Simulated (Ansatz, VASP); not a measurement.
Pt: VASP beside Ansatz

File INCAR:

```
SYSTEM = Pt
PREC = Accurate ; ENCUT = 520
EDIFF = 1E-7 ; ISMEAR = -1
SIGMA = 0.05 ; LREAL = .FALSE.
LASPH = .TRUE. ; NELM = 60
ALGO = Fast ; ISIF = 2
LWAVE = .FALSE. ; LCHARG = .FALSE.
GGA = PS ; NBANDS = 17
```

Contents of KPOINTS:

```
Automatic mesh
0
G
  11 11 6
  0 0 0
```

File POSCAR:

```
Pt
1.0
    2.7233547499      0.0000000000      0.0000000000
   -1.3616773750      2.3584943969      0.0000000000
    0.0000000000      0.0000000000      4.7273674930
Pt
2
Direct
    0.3333333333      0.6666666667      0.2500000000
    0.6666666667      0.3333333333      0.7500000000
```

File input.yaml:

```yaml
crystal:
  lattice:
    - [2.7233547499, 0.0, 0.0]
    - [-1.361677375, 2.3584943969, 0.0]
    - [0.0, 0.0, 4.727367493]
  atoms:
    - { symbol: Pt, position: [0.3333333333, 0.6666666667, 0.25] }
    - { symbol: Pt, position: [0.6666666667, 0.3333333333, 0.75] }
kpoints:
  mp_grid: { grid: [11, 11, 6] }
scf:
  occupations: { method: fermi_dirac, width: 0.05 }
hamiltonian:
  xc: pbesol
  pseudopotentials: { kind: all_electron, lapw: { basis_error: 0.0005 } }
output:
  forces: true
  stress: true
  eigenvalues: true
```

Change from the starting cell: volume scaled by 0.96.

Alike in both runs: task single point; functional PBEsol; k mesh 11 × 11 × 6; occupations fermi-dirac, width 0.05 eV; no spin polarisation.

|  | VASP | Ansatz |
| --- | --- | --- |
| version | VASP 6.6.1 | Ansatz 0.2.0 |
| potentials or method | VASP PAW PBE potentials, release 64 (Pt) | all-electron LAPW, scalar-relativistic |
| plane-wave cutoff (eV) | 520 | see its input |

Ansatz gave:

* gap on the k mesh at the Fermi level (eV): none
* pressure (GPa): -0.5
* largest component of the traceless stress (GPa): 1.87

**Question.** Which values does VASP return?

**Answer.** gap on the k mesh at the Fermi level (eV): none; pressure (GPa): -0.9; largest component of the traceless stress (GPa): 2.02.

A gap of «none» marks a metal or a gap that the smearing closes. Ansatz ran all-electron here, so the differences hold the error of VASP's frozen core and of both bases.

Caveats: the PAW data sets were made with another functional, which shifts forces and pressure a little (VASP). Spin-orbit coupling is left out, which matters for the levels of Pt.
